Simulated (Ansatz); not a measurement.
Stackings of close-packed layers of NaCl (capitals for Na, lower case for the other element), each relaxed to a stress under 0.05 GPa; energies count from the stacking AcBaCb (Fm-3m).

Computed with Ansatz 0.2.0, DFT PBE, scalar-relativistic, plane waves, PAW.

Cutoff 420 eV, Gaussian smearing of 0.02 eV, energies at zero smearing, symmetry of each start kept, no spin polarisation.

| start | atoms | k mesh | excess energy (meV/atom) | spacing of like layers (Å) | a (Å) | gap on the mesh (eV) |
| --- | --- | --- | --- | --- | --- | --- |
| AbAc | 4 | 9×9×6 | 25.2 | 3.420 | 3.954 | 4.90 |
| AcBc | 4 | 9×9×6 | 58.8 | 3.541 | 3.928 | 4.38 |
| AcBcAbCb | 8 | 9×9×3 | 30.4 | 3.427 | 3.972 | 4.73 |
| AcBaCbAbCaBc | 12 | 9×9×2 | 20.5 | 3.382 | 3.990 | 4.81 |
| AcBaCbAcBc | 10 | 9×9×3 | 24.6 | 3.400 | 3.983 | 4.75 |

An odd mesh misses points on the zone edge, so a gap read on it can be too wide.

Cost: 5 runs of about 5.4 core-minutes in all, on Intel Xeon Platinum 8488C (Sapphire Rapids) (shared hosts).